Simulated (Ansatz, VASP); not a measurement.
**Two plane-wave programs on Pb**

File INCAR:

```
SYSTEM = Pb
ALGO = Normal
EDIFF = 1E-6
ENCUT = 520
ISIF = 2
ISMEAR = -1
LASPH = .TRUE.
LCHARG = .FALSE.
LMIXTAU = .TRUE.
LREAL = .FALSE.
LWAVE = .FALSE.
METAGGA = R2SCAN
NELM = 60
PREC = Accurate
SIGMA = 0.05
```

File KPOINTS:

```
k-points
0
G
  9 9 9
  0 0 0
```

Contents of POSCAR:

```
Pb
1.0
   -1.9392470115      1.9392470115      1.9392470115
    1.9392470115     -1.9392470115      1.9392470115
    1.9392470115      1.9392470115     -1.9392470115
Pb
1
Direct
    0.0000000000      0.0000000000      0.0000000000
```

input.yaml

```yaml
crystal:
  lattice:
    - [-1.9392470115, 1.9392470115, 1.9392470115]
    - [1.9392470115, -1.9392470115, 1.9392470115]
    - [1.9392470115, 1.9392470115, -1.9392470115]
  atoms:
    - { symbol: Pb, position: [0.0, 0.0, 0.0] }
hamiltonian:
  xc: r2scan
  pseudopotentials: { kind: paw }
kpoints:
  mp_grid: { grid: [9, 9, 9] }
scf:
  occupations: { method: fermi_dirac, width: 0.05 }
output:
  forces: true
  stress: true
  eigenvalues: true
```

Change from the starting cell: volume scaled by 0.94.

Alike in both runs: task single point; functional r2SCAN; k mesh 9 × 9 × 9; occupations fermi-dirac, width 0.05 eV; no spin polarisation.

```csv
,VASP,Ansatz
version,VASP 6.6.1,Ansatz 0.2.0
potentials or method,"VASP PAW PBE potentials, release 64 (Pb_d)",Ansatz PAW
plane-wave cutoff (eV),520,500
valence electrons in the cell,14,14
```

```tsv
	VASP	Ansatz	Ansatz less VASP
gap on the k mesh at the Fermi level (eV)	none	none	-
pressure (GPa)	2.6	2.7	+0.01
```

A gap of «none» marks a metal or a gap that the smearing closes.

Caveats: the PAW data sets were made with another functional, which shifts forces and pressure a little (VASP); the PAW data sets come from PBE, with cores solved anew for the run's functional, which leaves a small shift of forces and pressure (Ansatz). Spin-orbit coupling is left out, which matters for the levels of Pb.
